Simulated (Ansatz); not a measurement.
# HfO2 (P2_1/c) in Ansatz: further runs, part 2 of 2

Ansatz 0.2.0. The steps go on from the part before.

## (3) Band structure, revPBE

File input.yaml:

```yaml
crystal:
  lattice:
    - [5.118, 0.0, 0.0]
    - [0.0, 5.1857, 0.0]
    - [-0.8586630598, 0.0, 5.2138671406]
  atoms:
    - { symbol: Hf, position: [0.2755, 0.4603, 0.708] }
    - { symbol: Hf, position: [0.7245, 0.9603, 0.792] }
    - { symbol: Hf, position: [0.7245, 0.5397, 0.292] }
    - { symbol: Hf, position: [0.2755, 0.0397, 0.208] }
    - { symbol: O, position: [0.0742, 0.1684, 0.8467] }
    - { symbol: O, position: [0.9258, 0.6684, 0.6533] }
    - { symbol: O, position: [0.9258, 0.8316, 0.1533] }
    - { symbol: O, position: [0.0742, 0.3316, 0.3467] }
    - { symbol: O, position: [0.4487, 0.7419, 0.9801] }
    - { symbol: O, position: [0.5513, 0.2419, 0.5199] }
    - { symbol: O, position: [0.5513, 0.2581, 0.0199] }
    - { symbol: O, position: [0.4487, 0.7581, 0.4801] }
hamiltonian:
  xc: revpbe
  pseudopotentials: { kind: paw }
kpoints:
  mp_grid: { grid: [4, 4, 4] }
  band_path:
    path:
      - [[0.0, 0.0, 0.0], [0.0, 0.0, 0.5], [-0.4327310173, 0.0, 0.5726006525], [-0.5, 0.0, 0.5], [-0.5, 0.5, 0.5], [-0.5672689827, 0.5, 0.4273993475], [-0.5, 0.5, 0.0], [-0.5, 0.0, 0.0], [-0.5672689827, 0.0, 0.4273993475]]
      - [[-0.4327310173, 0.5, 0.5726006525], [0.0, 0.5, 0.5], [0.0, 0.5, 0.0]]
      - [[0.0, 0.0, 0.5], [0.0, 0.5, 0.5]]
    npoints: 10
scf:
  occupations: { method: fermi_dirac, width: 0.05 }
  n_extra_bands: 30
output:
  forces: true
  stress: true
  eigenvalues: true
  fatbands: false
```

Potentials or basis: Ansatz PAW.

The run is started by

```console
> ansatz run input.yaml --threads 4 --pin off --max-ram 11264MiB --backend cpu --events-out ev --progress --plain --runs-dir out
```

The program printed:

```text
Warning: RAYON_NUM_THREADS=4 ignored (pool sized by the plan → 4); use --threads N
scf.n_extra_bands = 30 over 76 filled bands (N_el = 152.0): the run solves 106 bands
[... 82 lines left out ...]
  k-point 2: bands = ["-46.1069", "-46.1069", "-46.0945", "-46.0945", "-15.0708", "-15.0708", "-15.0585", "-15.0585", "-14.9543", "-14.9543", "-14.8019", "-14.8019", "-14.7771", "-14.7771", "-14.7350", "-14.7350", "-3.0749", "-3.0749", "-2.3894", "-2.3894", "-2.0237", "-2.0237", "-1.8780", "-1.8780", "4.0172", "4.0172", "4.0335", "4.0335", "4.0399", "4.0399", "4.0471", "4.0471", "4.0488", "4.0488", "4.0548", "4.0548", "4.0607", "4.0607", "4.0642", "4.0642", "4.0691", "4.0691", "4.0739", "4.0739", "4.0888", "4.0888", "4.1068", "4.1068", "4.1125", "4.1125", "4.1239", "4.1239", "9.5143", "9.5143", "10.0227", "10.0227", "10.1345", "10.1345", "10.7058", "10.7058", "11.1175", "11.1175", "11.4629", "11.4629", "11.9231", "11.9231", "12.3623", "12.3623", "12.7190", "12.7190", "13.2489", "13.2489", "13.4472", "13.4472", "13.7662", "13.7662", "19.1286", "19.1286", "19.5535", "19.5535", "20.4852", "20.4852", "21.0716", "21.0716", "21.1237", "21.1237", "21.9395", "21.9395", "22.2588", "22.2588", "23.1827", "23.1827", "23.4610", "23.4610", "24.2025", "24.2025", "24.8839", "24.8839", "27.4096", "27.4096", "28.2919", "28.2919", "28.5303", "28.5303", "29.7362", "29.7362"]
  k-point 29: bands = ["-46.1037", "-46.1037", "-46.0977", "-46.0977", "-15.1859", "-15.1859", "-15.1562", "-15.1562", "-14.8270", "-14.8270", "-14.7636", "-14.7636", "-14.7608", "-14.7608", "-14.6964", "-14.6964", "-3.0277", "-3.0277", "-2.7012", "-2.7012", "-1.8418", "-1.8418", "-1.7833", "-1.7833", "4.0262", "4.0262", "4.0329", "4.0329", "4.0419", "4.0419", "4.0427", "4.0427", "4.0559", "4.0559", "4.0564", "4.0564", "4.0598", "4.0598", "4.0670", "4.0670", "4.0690", "4.0690", "4.0693", "4.0693", "4.0821", "4.0821", "4.0954", "4.0954", "4.1092", "4.1092", "4.1276", "4.1276", "9.7322", "9.7322", "10.0114", "10.0114", "10.3325", "10.3325", "10.7035", "10.7035", "11.4629", "11.4629", "11.5783", "11.5783", "11.9169", "11.9169", "12.0030", "12.0030", "12.7209", "12.7209", "13.0490", "13.0490", "13.2327", "13.2327", "13.5226", "13.5226", "18.9397", "18.9397", "19.6345", "19.6345", "20.0186", "20.0186", "20.4208", "20.4208", "21.2714", "21.2714", "21.3813", "21.3813", "22.6165", "22.6165", "23.5121", "23.5121", "24.2173", "24.2173", "24.6871", "24.6871", "25.5564", "25.5564", "25.8981", "25.8981", "26.9231", "26.9231", "27.2729", "27.2729", "30.5844", "30.5844"]
```

bands.tsv:

```text
[... 137 lines left out ...]
```

Wall time 29 s (4 threads of Arm Neoverse V1, shared host); peak memory 1.1 GiB.

What came out:

| Property | Result |
| --- | --- |
| Free energy | -67491.6475 eV |
| Pressure | 9.4 GPa |
| Largest force | 0.497 eV/Å |
| Band gap on the k mesh | 4.22 eV, indirect (least direct gap 4.31 eV) |
| Band gap along the path | 4.22 eV, indirect (least direct gap 4.29 eV) |

Forces on the atoms (eV/Å):
```
Hf   0.215  0.015  0.104
Hf  -0.215  0.015 -0.104
Hf  -0.215 -0.015 -0.104
Hf   0.215 -0.015  0.104
O   -0.422 -0.182 -0.187
O    0.422 -0.182  0.187
O    0.422  0.182  0.187
O   -0.422  0.182 -0.187
O   -0.182  0.030 -0.073
O    0.182  0.030  0.073
O    0.182 -0.030  0.073
O   -0.182 -0.030 -0.073
```

Levels at the corners of the path, in eV from the valence-band top:
| point | band 72 | band 73 | band 74 | band 75 | band 76 | band 77 | band 78 | band 79 | band 80 | band 81 |
| --- | --- | --- | --- | --- | --- | --- | --- | --- | --- | --- |
| Γ | -0.98 | -0.49 | -0.47 | -0.14 | 0.00 | 4.67 | 5.20 | 5.39 | 5.60 | 5.77 |
| Y | -0.98 | -0.78 | -0.78 | -0.46 | -0.46 | 4.90 | 4.90 | 5.32 | 5.32 | 6.26 |
| H | -1.03 | -1.03 | -0.72 | -0.62 | -0.34 | 4.45 | 4.65 | 5.55 | 5.67 | 5.75 |
| C | -1.22 | -0.92 | -0.92 | -0.49 | -0.49 | 4.54 | 4.54 | 5.64 | 5.64 | 5.84 |
| E | -1.18 | -1.00 | -1.00 | -0.71 | -0.71 | 4.71 | 4.71 | 5.41 | 5.41 | 5.79 |
| M1 | -1.24 | -0.98 | -0.98 | -0.68 | -0.68 | 4.73 | 4.73 | 5.44 | 5.44 | 5.76 |
| A | -1.33 | -0.85 | -0.85 | -0.56 | -0.56 | 4.93 | 4.93 | 5.38 | 5.38 | 6.15 |
| X | -0.82 | -0.65 | -0.53 | -0.46 | -0.09 | 4.22 | 5.26 | 5.34 | 5.38 | 5.95 |
| H1 | -1.03 | -1.03 | -0.72 | -0.62 | -0.34 | 4.45 | 4.65 | 5.55 | 5.67 | 5.75 |
| M | -1.24 | -0.98 | -0.98 | -0.68 | -0.68 | 4.73 | 4.73 | 5.44 | 5.44 | 5.76 |
| D | -0.89 | -0.89 | -0.89 | -0.59 | -0.59 | 5.08 | 5.08 | 5.24 | 5.24 | 6.01 |
| Z | -1.04 | -0.78 | -0.78 | -0.40 | -0.40 | 5.20 | 5.20 | 5.68 | 5.68 | 6.04 |
| Y | -0.98 | -0.78 | -0.78 | -0.46 | -0.46 | 4.90 | 4.90 | 5.32 | 5.32 | 6.26 |
| D | -0.89 | -0.89 | -0.89 | -0.59 | -0.59 | 5.08 | 5.08 | 5.24 | 5.24 | 6.01 |

Caveat: the pressure holds a Pulay correction of +0.7 GPa for the finite cutoff; spin-orbit coupling is left out, which moves the levels of the heavy elements; the PAW data sets come from PBE, with cores solved anew for the run's functional, which leaves a small shift of forces and pressure.

## (4) Against experiment

Step 2. Measured gap of HfO2: 5.54 eV (indirect; quoted in “Temperature dependence of self-trapped exciton luminescence in nanostructured hafnia powder”, 2021, arxiv:2112.02602). This calculation gives 4.24 eV (-1.30 eV). Spin-orbit coupling on Hf is left out. The value is that of RPBE, without temperature or zero-point motion. Semilocal functionals fall short of measured gaps as a rule.

Step 3. Measured gap of HfO2: 5.54 eV (indirect; quoted in “Temperature dependence of self-trapped exciton luminescence in nanostructured hafnia powder”, 2021, arxiv:2112.02602). This calculation gives 4.22 eV (-1.32 eV). Spin-orbit coupling on Hf is left out. The value is that of revPBE, without temperature or zero-point motion. Semilocal functionals fall short of measured gaps as a rule.
